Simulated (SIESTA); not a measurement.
Runs of SIESTA 5.4.2 on Ge. It takes space group Fd-3m (No. 227, cubic). The conventional cell has a = 5.658 Å, b = 5.658 Å, c = 5.658 Å, α = 90.00°, β = 90.00°, γ = 90.00°. Ge (site symmetry -43m) has 4 Ge at 2.45 Å as nearest neighbours. 

```csv
task,potentials or basis,cell,k mesh,broadening (eV),window to (eV),polarisation,direction,optical mesh offset,energy shift,gap on the mesh (eV),pressure (GPa)
optical spectrum,"PseudoDojo 0.4 standard (PBE files), DZP (energy shift 0.003 Ry; two zetas on semicore shells)",as given,6 × 6 × 6,0.3 eV,30 eV,unpolarized,0.0 0.0 1.0,true,0.003 Ry,0.07,(b)
relaxation of cell and atoms,"PseudoDojo 0.4 standard (PBE files), TZP (energy shift 0.01 Ry)",relaxed,8 × 8 × 8,-,-,-,-,-,0.01 Ry,none,0.0
band structure,"PseudoDojo 0.4 standard (PBE files), SZP (energy shift 0.003 Ry)",as given,8 × 8 × 8,-,-,-,-,-,0.003 Ry,0.22,6.2
band structure,"PseudoDojo 0.4 standard (PBE files), SZ (energy shift 0.003 Ry)",as given,8 × 8 × 8,-,-,-,-,-,0.003 Ry,0.14,(a)
band structure,"PseudoDojo 0.4 standard (PBE files), TZP (energy shift 0.003 Ry; two zetas on semicore shells)",as given,8 × 8 × 8,-,-,-,-,-,0.003 Ry,none,4.7
```

Alike in all rows: level PBE; no spin polarisation; smearing fermi-dirac 0.05 eV; grid cutoff 800 Ry.

Q: Fill in the values left out.

A: (a) 9.5; (b) 5.1.

Caveats: the basis of atomic orbitals isn't converged, which shifts pressures, moduli and gaps; the basis holds too few empty states to meet the f-sum rule, so the spectrum is short of weight at high energy (some runs); spectra need much finer meshes, so this one isn't converged (some runs); independent-particle spectra lack excitons (some runs); semicore shells carry a single zeta, which can move pressures by several GPa and volumes by a few percent (some runs); the basis has no polarisation orbitals (some runs).

A k mesh can miss the band edges, and the runs leave out spin-orbit coupling on Ge.

A gap of «none» marks a metal or a gap under the smearing width.
